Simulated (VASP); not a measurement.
# BP (F-43m) in VASP: notebook

Runs on BP. Level: PBE. Tasks: G0W0 quasiparticle levels.

Program: VASP 6.6.1. These are calculated values, not measurements. Logs are shortened: lines on timing, memory, paths and dates and some standing lists are left out, and cuts for length are marked.

### Step 1. Starting point

Symmetry: F-43m, No. 216, cubic system. Conventional cell: a = 4.538 Å, b = 4.538 Å, c = 4.538 Å, α = 90.00°, β = 90.00°, γ = 90.00°. P (site symmetry -43m) is surrounded by 4 B at 1.97 Å. Around B (site symmetry -43m) lie 4 P at 1.97 Å.

### Step 2. G0W0 quasiparticle levels, PBE

POSCAR reads:

```
BP
1.0
    0.0000000000      2.2690000000      2.2690000000
    2.2690000000      0.0000000000      2.2690000000
    2.2690000000      2.2690000000      0.0000000000
P B
1 1
Direct
    0.7500000000      0.7500000000      0.7500000000
    0.0000000000      0.0000000000      0.0000000000
```

INCAR.step1 reads:

```
SYSTEM = BP
PREC = Accurate
ENCUT = 450
EDIFF = 1E-8
ISMEAR = 0
SIGMA = 0.01
LREAL = .FALSE.
LASPH = .TRUE.
NELM = 80
ALGO = Normal
LWAVE = .TRUE.
LCHARG = .FALSE.
GGA = PE
```

INCAR.step2 reads:

```
SYSTEM = BP
PREC = Accurate
ENCUT = 450
EDIFF = 1E-8
ISMEAR = 0
SIGMA = 0.01
LREAL = .FALSE.
LASPH = .TRUE.
NELM = 1
ALGO = Exact
LWAVE = .TRUE.
LCHARG = .FALSE.
GGA = PE
NBANDS = 97
LOPTICS = .TRUE.
ISTART = 1
```

INCAR.step3 reads:

```
SYSTEM = BP
PREC = Accurate
ENCUT = 450
EDIFF = 1E-8
ISMEAR = 0
SIGMA = 0.01
LREAL = .FALSE.
LASPH = .TRUE.
ALGO = EVGW0
LWAVE = .FALSE.
LCHARG = .FALSE.
GGA = PE
NELMGW = 1
NBANDS = 97
ENCUTGW = 50
NOMEGA = 48
PRECFOCK = Fast
ISTART = 1
NBANDSGW = 12
```

KPOINTS reads:

```
Automatic mesh
0
G
  3 3 3
  0 0 0
```

Potentials or basis: VASP PAW PBE potentials, release 64 (P_GW, B_GW).

The run is started by

```bash
$ cat potpaw_PBE.64/P_GW/POTCAR potpaw_PBE.64/B_GW/POTCAR > POTCAR
$ cp INCAR.step1 INCAR
$ mpirun -np 1 vasp_std > vasp.out
$ cp INCAR.step2 INCAR
$ mpirun -np 1 vasp_std > vasp.out
$ cp INCAR.step3 INCAR
$ mpirun -np 1 vasp_std > vasp.out
```

OUTCAR:

```text
SYSTEM = BP
   PREC = Accurate
   ENCUT = 450
   EDIFF = 1E-8
   ISMEAR = 0
   LREAL = .FALSE.
   LASPH = .TRUE.
   GGA = PE
   NELMGW = 1
   ENCUTGW = 50
   PRECFOCK = Fast
   ISTART = 1

 Found      4 irreducible k-points:

 Following reciprocal coordinates:
            Coordinates               Weight
  0.000000  0.000000  0.000000      1.000000
  0.333333  0.000000  0.000000      8.000000
  0.333333  0.333333  0.000000      6.000000
 -0.333333  0.333333  0.000000     12.000000
   k-points           NKPTS =      4   k-points in BZ     NKDIM =     27   number of bands    NBANDS=     97
   number of dos      NEDOS =    301   number of ions     NIONS =      2
   total plane-waves  NPLWV =  13824
   dimension x,y,z NGX =    24 NGY =   24 NGZ =   24
   dimension x,y,z NGXF=    48 NGYF=   48 NGZF=   48
   ions per type =               1   1
   NGX,Y,Z   is equivalent  to a cutoff of  12.43, 12.43, 12.43 a.u.
   NGXF,Y,Z  is equivalent  to a cutoff of  24.87, 24.87, 24.87 a.u.
 SYSTEM =  BP
   PREC   = accura    normal or accurate (medium, high low for compatibility)
   ISTART =      1    job   : 0-new  1-cont  2-samecut
   ICHARG =      0    charge: 1-file 2-atom 10-const
   ISPIN  =      1    spin polarized calculation?
   LNONCOLLINEAR =      F non collinear calculations
   LSORBIT =      F    spin-orbit coupling
   LASPH  =      T    aspherical Exc in radial PAW
   ENCUT  =  450.0 eV  33.07 Ry    5.75 a.u.   5.55  5.55  5.55*2*pi/ulx,y,z
   NELM   =     60;   NELMIN=  2; NELMDL=  0     # of ELM steps
   EDIFF  = 0.1E-07   stopping-criterion for ELM
   LREAL  =      F    real-space projection
   EDIFFG = 0.1E-06   stopping-criterion for IOM
   NSW    =      0    number of steps for IOM
   IBRION =     -1    ionic relax: 0-MD 1-quasi-New 2-CG
   NFREE  =      0    steps in history (QN), initial steepest desc. (CG)
   ISIF   =      0    stress and relaxation
   ISYM   =      3    0-nonsym 1-usesym 2-fastsym
   POTIM  = 0.5000    time-step for ionic-motion
   TEBEG  =    0.0;   TEEND  =   0.0 temperature during run
   PSTRESS=    0.0 pullay stress
   NELECT =       8.0000    total number of electrons
   NUPDOWN=      -1.0000    fix difference up-down
   EMIN   =  10.00;   EMAX   =-10.00  energy-range for DOS
   EFERMI =   0.00;   METHOD = LEGACY
   ISMEAR =     0;   SIGMA  =   0.01  broadening in eV -4-tet -1-fermi 0-gaus
   EFERMI_NEDOS =   21; number of points for ismear=-14 and -15
   IALGO  =     38    algorithm
   IMIX   =      4    mixing-type and parameters
     AMIX     =   0.40;   BMIX     =  1.00
     AMIX_MAG =   1.60;   BMIX_MAG =  1.00
  volume/ion in A,a.u.               =      11.68        78.83
  Fermi-wavevector in a.u.,A,eV,Ry     =   1.145320  2.164342 17.847562  1.311759
  Thomas-Fermi vector in A             =   2.282009
   LORBIT       =      0    0 simple, 1 ext, 2 COOP (PROOUT), +10 PAW based schemes
   GGA     = PE    functional components
   LHFCALC =     T    Hartree Fock is set to
   PRECFOCK=fast      Normal, Fast or Accurate (Low or Medium for compatibility)
   ENCUT4O =  -1.0   cutoff for four orbital integrals eV
   NKREDX  =     1    reduce k-point grid by
   NKREDY  =     1    reduce k-point grid by
   NKREDZ  =     1    reduce k-point grid by
   AEXX    =    1.0000 exact exchange contribution
   HFSCREEN=    0.0000 screening length (either q_TF or 0.3 A-1)
   HFSCREENC=   0.0000 screening length for correlation (either q_TF or 0.3 A-1)
   ENCUTFOCK=  -1.0 apply spherical cutoff to Coloumb kernel
   IVDW    =     0    specifies the selected vdW correction
   LEPSILON=     F    determine dielectric tensor
   LRPA    =     F    only Hartree local field effects (RPA)
   LRPAFORCE           =     F    calculate RPA forces
   ENCUTGW             =  50.0    cutoff for response function in eV
   ENCUTGWSOFT         =  40.0    soft cutoff for Coulomb kernel in GW response function in eV
   ENCUTLF             =  -1.0    cutoff for local field effects
   NELMGW              =     1    number of iterations in solving QP/BSE equation
   NELMHF              =     1    number of iterations in the inner HF iteration
   NKREDLFX            =     1    NKREDLFY  =   1   NKREDLFZ  =   1
 non-spin polarized calculation
 Gauss-broadening in eV      SIGMA  =   0.01
  energy-cutoff  :      450.00
  volume of cell :       23.36
 maximum number of plane-waves:       531
 NGX is ok and might be reduce to    24
  NGX = 14; NGY = 14; NGZ = 14
   NGX = 11   NGY = 11   NGZ = 11
 maximum number of plane-waves:        22
 NGX is ok and might be reduce to    10

 QP shifts <psi_nk| G(iteration)W_0 |psi_nk>: iteration 1
 for sc-GW calculations column KS-energies equals QP-energies in previous step
 and V_xc(KS)=  KS-energies - (<T + V_ion + V_H > + <T+V_H+V_ion>^1  + <V_x>^1)

 k-point   1 :       0.0000    0.0000    0.0000
  band No.  KS-energies  QP-energies   sigma(KS)   V_xc(KS)     V^pw_x(r,r')   Z            occupation Imag(sigma)

      1      -8.2562      -8.6585     -12.5934     -12.0443     -20.4104       0.7326       2.0000       1.5075
      2       7.2423       7.2718     -13.2951     -13.3323     -15.6940       0.7943       2.0000       0.0958
      3       7.2423       7.2718     -13.2951     -13.3323     -15.6940       0.7943       2.0000       0.0958
      4       7.2423       7.2718     -13.2951     -13.3323     -15.6940       0.7943       2.0000       0.0958
      5      10.5996      11.2559     -11.2186     -12.0587      -6.6990       0.7812       0.0000      -0.1008
      6      10.5996      11.2559     -11.2186     -12.0587      -6.6990       0.7812       0.0000      -0.1008
      7      10.5996      11.2559     -11.2186     -12.0587      -6.6990       0.7812       0.0000      -0.1008
      8      14.6211      15.3959     -11.7394     -12.7388      -5.8616       0.7753       0.0000      -0.2334
      9      18.7364      18.6281      -9.4834      -9.3455      -3.2088       0.7857       0.0000      -0.4159
     10      19.2001      19.9603     -10.7647     -11.7529      -4.8887       0.7692       0.0000      -0.2568
     11      19.2001      19.9603     -10.7647     -11.7529      -4.8887       0.7692       0.0000      -0.2568
     12      22.8563      23.0638      -9.6047      -9.8669      -2.7229       0.7913       0.0000      -0.7538

 k-point   2 :       0.3333    0.0000    0.0000
  band No.  KS-energies  QP-energies   sigma(KS)   V_xc(KS)     V^pw_x(r,r')   Z            occupation Imag(sigma)
[... 33 lines left out ...]
      1      -3.8247      -4.0770     -13.0543     -12.7142     -19.3027       0.7417       2.0000       0.7506
      2      -0.6121      -0.9674     -12.9863     -12.5124     -17.8964       0.7498       2.0000       0.4155
      3       0.8718       0.4884     -12.1310     -11.6314     -15.7545       0.7674       2.0000       0.2364
      4       4.1665       3.9909     -12.9209     -12.6946     -16.0028       0.7758       2.0000       0.1361
      5       9.8351      10.2088     -10.4382     -10.9091      -5.8143       0.7935       0.0000      -0.0985
      6      15.4335      16.0200     -10.8378     -11.5956      -5.2861       0.7740       0.0000      -0.2127
      7      15.7422      16.6200     -11.2088     -12.3392      -5.3371       0.7765       0.0000      -0.2684
      8      16.9753      17.7920     -11.4193     -12.4877      -5.3046       0.7644       0.0000      -0.3079
      9      17.6280      18.3854     -11.1531     -12.1376      -5.1107       0.7693       0.0000      -0.3029
     10      18.8698      19.4552     -10.6201     -11.3649      -4.7725       0.7860       0.0000      -0.3373
     11      25.9044      26.6377     -11.0973     -12.0791      -3.4867       0.7468       0.0000      -0.8708
     12      27.2862      27.4966      -9.8770     -10.1504      -2.6179       0.7695       0.0000      -0.9428
```

Wall time 14 s (1 thread of Intel Xeon Platinum 8259CL at 2.50GHz (Skylake/Cascade Lake), shared host); peak memory 0.16 GiB.

The run converged, but some of its settings lie outside the range that counts as converged, so its numbers aren't taken as properties of the crystal.

Results:

```yaml
Band_gap_on_the_k_mesh_mean-field_level: 1.34 eV, indirect (least direct gap 3.36 eV)
Quasiparticle_gap: 1.67 eV
Least_direct_quasiparticle_gap: 3.98 eV
```

Caveat: the k mesh is coarse (spacing up to 0.80 Å⁻¹), so the values aren't converged; bands, screening cutoff and mesh are small and nothing is extrapolated, so the quasiparticle values aren't converged; an odd mesh through Γ misses points on the zone boundary, where band edges often lie.

### Step 3. G0W0 quasiparticle levels, PBE

POSCAR is that of step 2.

INCAR.step1 is that of step 2.

INCAR.step2 is that of step 2.

Changes to INCAR.step3 since step 2:

```diff
@@ -14,3 +14,3 @@
 NBANDS = 97
-ENCUTGW = 50
+ENCUTGW = 75
 NOMEGA = 48
```

KPOINTS is that of step 2.

Potentials or basis: VASP PAW PBE potentials, release 64 (P_GW, B_GW).

The run is started by

```bash
$ cat potpaw_PBE.64/P_GW/POTCAR potpaw_PBE.64/B_GW/POTCAR > POTCAR
$ cp INCAR.step1 INCAR
$ mpirun -np 1 vasp_std > vasp.out
$ cp INCAR.step2 INCAR
$ mpirun -np 1 vasp_std > vasp.out
$ cp INCAR.step3 INCAR
$ mpirun -np 1 vasp_std > vasp.out
```

OUTCAR:

```text
SYSTEM = BP
   PREC = Accurate
   ENCUT = 450
   EDIFF = 1E-8
   ISMEAR = 0
   LREAL = .FALSE.
   LASPH = .TRUE.
   GGA = PE
   NELMGW = 1
   ENCUTGW = 75
   PRECFOCK = Fast
   ISTART = 1

 Found      4 irreducible k-points:

 Following reciprocal coordinates:
            Coordinates               Weight
  0.000000  0.000000  0.000000      1.000000
  0.333333  0.000000  0.000000      8.000000
  0.333333  0.333333  0.000000      6.000000
 -0.333333  0.333333  0.000000     12.000000
   k-points           NKPTS =      4   k-points in BZ     NKDIM =     27   number of bands    NBANDS=     97
   number of dos      NEDOS =    301   number of ions     NIONS =      2
   total plane-waves  NPLWV =  13824
   dimension x,y,z NGX =    24 NGY =   24 NGZ =   24
   dimension x,y,z NGXF=    48 NGYF=   48 NGZF=   48
   ions per type =               1   1
   NGX,Y,Z   is equivalent  to a cutoff of  12.43, 12.43, 12.43 a.u.
   NGXF,Y,Z  is equivalent  to a cutoff of  24.87, 24.87, 24.87 a.u.
 SYSTEM =  BP
[... 55 lines left out ...]
 non-spin polarized calculation
 Gauss-broadening in eV      SIGMA  =   0.01
  energy-cutoff  :      450.00
  volume of cell :       23.36
 maximum number of plane-waves:       531
 NGX is ok and might be reduce to    24
  NGX = 14; NGY = 14; NGZ = 14
   NGX = 11   NGY = 11   NGZ = 11
 maximum number of plane-waves:        39
 NGX is ok and might be reduce to    10

 QP shifts <psi_nk| G(iteration)W_0 |psi_nk>: iteration 1
 for sc-GW calculations column KS-energies equals QP-energies in previous step
 and V_xc(KS)=  KS-energies - (<T + V_ion + V_H > + <T+V_H+V_ion>^1  + <V_x>^1)

 k-point   1 :       0.0000    0.0000    0.0000
  band No.  KS-energies  QP-energies   sigma(KS)   V_xc(KS)     V^pw_x(r,r')   Z            occupation Imag(sigma)

      1      -8.2562      -8.8715     -12.8896     -12.0443     -20.4104       0.7279       2.0000       1.4884
      2       7.2423       7.0106     -13.6258     -13.3323     -15.6940       0.7895       2.0000       0.0989
      3       7.2423       7.0106     -13.6258     -13.3323     -15.6940       0.7895       2.0000       0.0989
      4       7.2423       7.0106     -13.6258     -13.3323     -15.6940       0.7895       2.0000       0.0989
      5      10.5996      11.0871     -11.4314     -12.0587      -6.6990       0.7771       0.0000      -0.0943
      6      10.5996      11.0871     -11.4314     -12.0587      -6.6990       0.7771       0.0000      -0.0943
      7      10.5996      11.0871     -11.4314     -12.0587      -6.6990       0.7771       0.0000      -0.0943
      8      14.6211      15.2095     -11.9761     -12.7388      -5.8616       0.7715       0.0000      -0.2378
      9      18.7364      18.5936      -9.5275      -9.3455      -3.2088       0.7848       0.0000      -0.3981
     10      19.2001      19.8033     -10.9648     -11.7529      -4.8887       0.7652       0.0000      -0.2509
     11      19.2001      19.8033     -10.9648     -11.7529      -4.8887       0.7652       0.0000      -0.2509
     12      22.8563      22.9490      -9.7495      -9.8669      -2.7229       0.7903       0.0000      -0.7686
[... 36 lines left out ...]
      1      -3.8247      -4.3174     -13.3816     -12.7142     -19.3027       0.7382       2.0000       0.7490
      2      -0.6121      -1.1986     -13.2970     -12.5124     -17.8964       0.7475       2.0000       0.4184
      3       0.8718       0.3043     -12.3731     -11.6314     -15.7545       0.7650       2.0000       0.2261
      4       4.1665       3.7615     -13.2193     -12.6946     -16.0028       0.7717       2.0000       0.1359
      5       9.8351      10.0912     -10.5853     -10.9091      -5.8143       0.7910       0.0000      -0.0951
      6      15.4335      15.8611     -11.0410     -11.5956      -5.2861       0.7710       0.0000      -0.2096
      7      15.7422      16.4030     -11.4819     -12.3392      -5.3371       0.7708       0.0000      -0.2692
      8      16.9753      17.5795     -11.6919     -12.4877      -5.3046       0.7592       0.0000      -0.3113
      9      17.6280      18.1906     -11.4026     -12.1376      -5.1107       0.7653       0.0000      -0.3061
     10      18.8698      19.3240     -10.7854     -11.3649      -4.7725       0.7838       0.0000      -0.3316
     11      25.9044      26.4185     -11.3874     -12.0791      -3.4867       0.7433       0.0000      -0.8861
     12      27.2862      27.3896     -10.0157     -10.1504      -2.6179       0.7678       0.0000      -0.9442
```

It took 18 s on 1 thread of Intel Xeon Platinum 8259CL at 2.50GHz (Skylake/Cascade Lake), shared host; peak memory 0.16 GiB.

These settings aren't checked as converged: the numbers below hold their error.

What came out:

```yaml
Band_gap_on_the_k_mesh_mean-field_level: 1.34 eV, indirect (least direct gap 3.36 eV)
Quasiparticle_gap: 1.81 eV
Least_direct_quasiparticle_gap: 4.08 eV
```

Caveat: the k mesh is coarse (spacing up to 0.80 Å⁻¹), so the values aren't converged; bands, screening cutoff and mesh are small and nothing is extrapolated, so the quasiparticle values aren't converged; an odd mesh through Γ misses points on the zone boundary, where band edges often lie.

[end of part 1 of 3]
